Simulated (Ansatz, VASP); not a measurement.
**V: VASP beside Ansatz**

```xyz
1
Lattice="0.0000 1.8950 1.8950 1.8950 0.0000 1.8950 1.8950 1.8950 0.0000" Properties=species:S:1:pos:R:3 pbc="T T T"
V     0.0000    0.0000    0.0000
```

This isn't the form of V at room conditions, which is bcc.

Alike in both runs: task single point; functional PBE; k mesh 24 × 24 × 24; occupations gaussian, width 0.15 eV; no spin polarisation.

```csv
,VASP,Ansatz
version,VASP 6.6.1,Ansatz 0.2.0
potentials or method,"VASP PAW PBE potentials, release 64 (V_sv)","scalar-relativistic, plane waves, PAW"
plane-wave cutoff (eV),520,420
valence electrons in the cell,13,13
```

|  | VASP | Ansatz | Ansatz less VASP |
| --- | --- | --- | --- |
| gap on the k mesh at the Fermi level (eV) | none | none | - |
| pressure (GPa) | 4.1 | 3.9 | -0.22 |

A gap of «none» marks a metal or a gap that the smearing closes. The functional is the same, so the differences come from potentials, cutoffs and numerics.
